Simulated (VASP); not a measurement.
**PbF$_{2}$ (strained fluorite): a PBE single-point calculation in VASP**

INCAR

```
LWAVE = .FALSE.
NSW = 0
LELF = .TRUE.
IBRION = -1
LASPH = .TRUE.
LREAL = .FALSE.
NBANDS = 21
SIGMA = 0.02
GGA = PE
NELM = 120
ISMEAR = -1
EDIFF = 1E-7
ENCUT = 520
LCHARG = .TRUE.
ISIF = 2
PREC = Accurate
```

KPOINTS

```
KPOINTS created by Atomic Simulation Environment
0
Gamma
8 8 8
0 0 0
```

KPOINTS_OPT

```
special points
8
Reciprocal
0.0000000000 0.0000000000 0.0000000000 1
0.5000000000 0.0000000000 0.5000000000 1
0.6250000000 0.2500000000 0.6250000000 1
0.3750000000 0.3750000000 0.7500000000 1
0.5000000000 0.5000000000 0.5000000000 1
0.5000000000 0.2500000000 0.7500000000 1
0.2500000000 -0.2500000000 -0.5000000000 1
0.5000000000 0.5000000000 0.0000000000 1
```

POSCAR

```
Pb F
 1.0000000000000000
     0.0000000000000000    2.9604388913999999    2.8745861635000001
     2.9604388913999999    0.0000000000000000    2.8745861635000001
     2.9604388913999999    2.9604388913999999    0.0000000000000000
 Pb  F
   1   2
Cartesian
  0.0000000000000000  0.0000000000000000  0.0000000000000000
  1.4802194457000000  1.4802194457000000  1.4372930817500003
  4.4406583371000004  4.4406583371000004  4.3118792452500010
```

VASP ran with the recommended PBE PAW datasets (28 valence electrons in the cell).

Command

```
mpirun -np 1 vasp_std
```

OSZICAR

```
N       E                     dE             d eps       ncg     rms          rms(c)
DAV:   1     0.301428601698E+03    0.30143E+03   -0.14828E+04  2499   0.154E+03
DAV:   2     0.117020333934E+02   -0.28973E+03   -0.27101E+03  2620   0.427E+02
DAV:   3    -0.153647775517E+02   -0.27067E+02   -0.26744E+02  2936   0.140E+02
DAV:   4    -0.161356766149E+02   -0.77090E+00   -0.77042E+00  2826   0.246E+01
DAV:   5    -0.161619136781E+02   -0.26237E-01   -0.26235E-01  3207   0.480E+00    0.795E+00
DAV:   6    -0.142858899703E+02    0.18760E+01   -0.84182E+00  3347   0.233E+01    0.256E+00
DAV:   7    -0.142891153355E+02   -0.32254E-02   -0.42795E-01  2633   0.403E+00    0.153E+00
DAV:   8    -0.142886773432E+02    0.43799E-03   -0.97109E-02  2633   0.351E+00    0.550E-01
DAV:   9    -0.142851071670E+02    0.35702E-02   -0.18516E-02  3364   0.108E+00    0.101E-01
DAV:  10    -0.142862113261E+02   -0.11042E-02   -0.13695E-03  2553   0.272E-01    0.300E-02
DAV:  11    -0.142862202325E+02   -0.89064E-05   -0.93681E-05  2877   0.831E-02    0.897E-03
DAV:  12    -0.142862279546E+02   -0.77221E-05   -0.14758E-05  2623   0.273E-02    0.265E-03
DAV:  13    -0.142862280215E+02   -0.66879E-07   -0.10989E-06  3181   0.806E-03    0.693E-04
DAV:  14    -0.142862280264E+02   -0.49254E-08   -0.32890E-08  2186   0.154E-03
   1 F= -.14286228E+02 E0= -.14286228E+02  d E =-.302711E-11
       N       E                     dE             ncg
DAV:   1     0.305558745604E+04   -0.59894E+04      336
DAV:   2     0.847008115201E+03   -0.22086E+04      351
DAV:   3     0.632247408229E+03   -0.21476E+03      401
DAV:   4     0.625676340898E+03   -0.65711E+01      376
DAV:   5     0.625446091818E+03   -0.23025E+00      449
DAV:   6     0.625435206574E+03   -0.10885E-01      432
DAV:   7     0.625434959593E+03   -0.24698E-03      457
DAV:   8     0.625434944656E+03   -0.14937E-04      390
DAV:   9     0.625434944001E+03   -0.65584E-06      287
DAV:  10     0.625434943996E+03   -0.41871E-08      238
```

From OUTCAR

```
k-points           NKPTS =     59   k-points in BZ     NKDIM =     59   number of bands    NBANDS=     21

   NELECT =      28.0000    total number of electrons

   dimension x,y,z NGX =    32 NGY =   32 NGZ =   32
   dimension x,y,z NGXF=    64 NGYF=   64 NGZF=   64

  energy-cutoff  :      520.00
  volume of cell :       50.39
      direct lattice vectors                 reciprocal lattice vectors
     0.000000000  2.960438891  2.874586164    -0.168893876  0.168893876  0.173938081
     2.960438891  0.000000000  2.874586164     0.168893876 -0.168893876  0.173938081
     2.960438891  2.960438891  0.000000000     0.168893876  0.168893876 -0.173938081

 k-points in reciprocal lattice and weights: KPOINTS created by Atomic Simulation Env
   0.00000000  0.00000000  0.00000000       0.002
   0.12500000  0.00000000  0.00000000       0.016
   0.25000000  0.00000000  0.00000000       0.016
   0.37500000  0.00000000  0.00000000       0.016
   0.50000000  0.00000000  0.00000000       0.008
   0.12500000  0.12500000  0.00000000       0.004
   0.25000000  0.12500000  0.00000000       0.016
   0.37500000  0.12500000  0.00000000       0.016
   ...

 E-fermi :   2.8003

 k-point     1 :       0.0000    0.0000    0.0000
  band No.  band energies     occupation
      1     -19.0683      2.00000
      2     -18.3854      2.00000
      3     -12.1902      2.00000
      4     -12.1902      2.00000
      5     -12.1693      2.00000
      6     -12.1156      2.00000
      7     -12.1077      2.00000
      8      -2.3666      2.00000
      9      -0.4304      2.00000
     10      -0.3639      2.00000
     11      -0.3639      2.00000
     12       0.0469      2.00000
     13       0.0469      2.00000
     14       0.2591      2.00000
     15       9.0148      0.00000
     16       9.1548      0.00000
     17       9.1548      0.00000
     18      13.0278      0.00000
     19      17.2211      0.00000
     20      17.8265      0.00000
     21      19.8048      0.00000

 k-point     2 :       0.1250    0.0000    0.0000
  band No.  band energies     occupation
      1     -19.0348      2.00000
      2     -18.4157      2.00000
      3     -12.1827      2.00000
      4     -12.1726      2.00000
      5     -12.1430      2.00000
      6     -12.1160      2.00000
      7     -12.1073      2.00000
      8      -2.6753      2.00000
      9      -0.5280      2.00000
     10      -0.4270      2.00000
     11      -0.4086      2.00000
     12       0.0307      2.00000
     13       0.1431      2.00000
     14       0.5915      2.00000
     15       8.5470      0.00000
     16       9.2159      0.00000
     17       9.2837      0.00000
     18      13.9648      0.00000
     19      16.8359      0.00000
     20      17.3518      0.00000
     21      19.3322      0.00000

 k-point     3 :       0.2500    0.0000    0.0000
  band No.  band energies     occupation
      1     -18.9480      2.00000
      2     -18.4936      2.00000
      3     -12.1699      2.00000
      4     -12.1592      2.00000
      5     -12.1105      2.00000
      6     -12.1009      2.00000
      7     -12.0593      2.00000
      8      -3.2257      2.00000
      9      -0.7184      2.00000
     10      -0.5135      2.00000
     11      -0.4962      2.00000
     12      -0.0093      2.00000
     13       0.0805      2.00000
     14       1.3652      2.00000
     15       7.8053      0.00000
     16       9.5695      0.00000
     17       9.5972      0.00000
     18      15.3080      0.00000
     19      16.3191      0.00000
     20      16.7160      0.00000
     21      18.1280      0.00000

 k-point     4 :       0.3750    0.0000    0.0000
  band No.  band energies     occupation
      1     -18.8364      2.00000
      2     -18.5933      2.00000
      3     -12.1656      2.00000
      4     -12.1581      2.00000
      5     -12.0946      2.00000
      6     -12.0858      2.00000
      7     -11.9769      2.00000
      8      -3.6443      2.00000
      9      -0.9030      2.00000
     10      -0.6151      2.00000
     11      -0.5537      2.00000
     12      -0.0501      2.00000
     13       0.0041      2.00000
     14       2.0051      2.00000
     15       7.4105      0.00000
     16       9.9136      0.00000
     17       9.9414      0.00000
     18      15.6337      0.00000
     19      16.0467      0.00000
     20      16.3446      0.00000
     21      17.1209      0.00000

 k-point     5 :       0.5000    0.0000    0.0000
  band No.  band energies     occupation
      1     -18.7527      2.00000
      2     -18.6713      2.00000
      3     -12.1657      2.00000
      4     -12.1596      2.00000
      5     -12.0862      2.00000
      6     -12.0775      2.00000
      7     -11.9438      2.00000
      8      -3.7953      2.00000
      9      -0.9810      2.00000
     10      -0.6563      2.00000
     11      -0.5757      2.00000
     12      -0.0671      2.00000
     13      -0.0287      2.00000
     14       2.2501      2.00000
     15       7.3062      0.00000
     16      10.0452      0.00000
     17      10.1003      0.00000
     18      15.5766      0.00000
     19      15.9781      0.00000
     20      16.2325      0.00000
     21      16.7422      0.00000

 k-point     6 :       0.1250    0.1250    0.0000
  band No.  band energies     occupation
      1     -19.0205      2.00000
      2     -18.4292      2.00000
      3     -12.1754      2.00000
      4     -12.1754      2.00000
      5     -12.1271      2.00000
      6     -12.1216      2.00000
      7     -12.1031      2.00000
      8      -2.7369      2.00000
      9      -0.6030      2.00000
     10      -0.6030      2.00000
     11      -0.2866      2.00000
     12       0.1628      2.00000
     13       0.1628      2.00000
     14       0.5945      2.00000
     15       8.2307      0.00000
     16       9.3532      0.00000
     17       9.3532      0.00000
     18      14.2519      0.00000
     19      16.7710      0.00000
     20      17.3705      0.00000
     21      19.7373      0.00000

 k-point     7 :       0.2500    0.1250    0.0000
  band No.  band energies     occupation
      1     -18.9499      2.00000
      2     -18.4926      2.00000
      3     -12.1604      2.00000
      4     -12.1561      2.00000
      5     -12.1239      2.00000
      6     -12.0963      2.00000
      7     -12.0666      2.00000
      8      -3.1840      2.00000
      9      -0.8033      2.00000
     10      -0.7849      2.00000
     11      -0.1635      2.00000
     12       0.0679      2.00000
     13       0.2042      2.00000
     14       1.1736      2.00000
     15       7.6714      0.00000
     16       9.5499      0.00000
     17       9.6105      0.00000
     18      14.7564      0.00000
     19      16.8214      0.00000
     20      17.1279      0.00000
     21      19.0161      0.00000

 k-point     8 :       0.3750    0.1250    0.0000
  band No.  band energies     occupation
      1     -18.8477      2.00000
      2     -18.5823      2.00000
      3     -12.1537      2.00000
      4     -12.1494      2.00000
      5     -12.1045      2.00000
      6     -12.0836      2.00000
      7     -11.9937      2.00000
      8      -3.6329      2.00000
      9      -0.9848      2.00000
     10      -0.8890      2.00000
     11      -0.2518      2.00000
     12       0.0376      2.00000
     13       0.1724      2.00000
     14       1.8330      2.00000
     15       7.4073      0.00000
     16       9.7068      0.00000
     17       9.9086      0.00000
     18      14.3844      0.00000
     19      16.6804      0.00000
     20      17.4392      0.00000
     21      18.0740      0.00000

 k-point     9 :       0.5000    0.1250    0.0000
  band No.  band energies     occupation
      1     -18.7510      2.00000
      2     -18.6698      2.00000
      3     -12.1538      2.00000
      4     -12.1498      2.00000
      5     -12.0812      2.00000
      6     -12.0778      2.00000
      7     -11.9533      2.00000
      8      -3.8757      2.00000
      9      -1.0892      2.00000
     10      -0.8660      2.00000
     11      -0.4834      2.00000
     12       0.0943      2.00000
     13       0.1647      2.00000
     14       2.2081      2.00000
     15       7.4269      0.00000
     16       9.7211      0.00000
     17      10.0840      0.00000
     18      14.1122      0.00000
     19      16.2992      0.00000
     20      17.3962      0.00000
     21      17.9140      0.00000

 ...

  Total        1.4893421      1.4893421      1.9608937      0.0000000     -0.0000000      0.0000000
  in kB       47.3573625     47.3573625     62.3515289      0.0000000     -0.0000000      0.0000000
  external PRESSURE =      52.3554180 kB  Pullay stress =       0.0000000 kB

 POSITION                                       TOTAL-FORCE (eV/Angst)
 -----------------------------------------------------------------------------------
      0.00000      0.00000      0.00000        -0.000000      0.000000     -0.000000
      1.48022      1.48022      1.43729        -0.000000     -0.000000      0.000000
      4.44066      4.44066      4.31188         0.000000      0.000000     -0.000000
 -----------------------------------------------------------------------------------
    total drift:                                0.000000     -0.000000      0.000000

  FREE ENERGIE OF THE ION-ELECTRON SYSTEM (eV)
  ---------------------------------------------------
  free  energy   TOTEN  =       -14.2862280264 eV

  energy  without entropy=      -14.2862280264  energy(sigma->0) =      -14.28622803
```

```
gap between bands v and c : 4.29 eV
least direct gap          : 4.53 eV
pressure                  : 5.2 GPa
```

Band v is the last that the valence electrons fill when counted band by band, and c is the next.

The run took about 54 s on one core of a shared host (Intel Xeon Platinum 8488C) and held 0.22 GiB at most.
